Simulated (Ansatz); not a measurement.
How far is PAW off for WSe2?

```xyz
3
Lattice="0.0000 3.1013 3.1013 3.1013 0.0000 3.1013 3.1013 3.1013 0.0000" Properties=species:S:1:pos:R:3 pbc="T T T"
W     0.0000    0.0000    0.0000
Se    1.5507    1.5507    1.5507
Se    4.6520    4.6520    4.6520
```

Atom numbers follow the list: W1, Se2, Se3.

Conventional cell: a = 6.203 Å, b = 6.203 Å, c = 6.203 Å, α = 90.00°, β = 90.00°, γ = 90.00°. W (atom 1) is surrounded by 8 Se at 2.69 Å. Se (atom 2) is surrounded by 4 W at 2.69 Å.

The structure comes from a relaxation in the same program, started in the fluorite type, and has space group Fm-3m. Whether it is a known phase or the ground state wasn't checked.

No spin–orbit coupling, which matters for the heavy atoms here.

All numbers are computed: DFT, PBE, PAW with Ansatz's default frozen-core files, scalar-relativistic (Ansatz 0.2.0); DFT, PBE, all-electron LAPW, scalar-relativistic (Ansatz 0.2.0).

For PAW: a Γ-centred 11×11×11 k mesh, Fermi–Dirac smearing of 0.05 eV, cutoff 420 eV, no spin polarisation. LAPW targets a basis error of 1 meV/atom. The Ansatz runs share mesh, smearing and spin set-up. Plane-wave (PAW) pressures include the program's estimate of the Pulay term.

Stress and pressure are positive in compression.

Levels count from the Fermi level.

PAW results:

```
                      quantity     PAW
                pressure (GPa)    0.00
highest filled level at U (eV)  -0.319
  lowest empty level at U (eV)   0.230
highest filled level at K (eV)  -0.319
  lowest empty level at K (eV)   0.230
highest filled level at X (eV)  -1.167
  lowest empty level at X (eV)   0.104
```

(1) What does LAPW (all electrons) give for the same quantities?

Results:

(1) 
```csv
quantity,LAPW
pressure (GPa),0.03
highest filled level at U (eV),-0.320
lowest empty level at U (eV),0.230
highest filled level at K (eV),-0.320
lowest empty level at K (eV),0.230
highest filled level at X (eV),-1.168
lowest empty level at X (eV),0.104
```
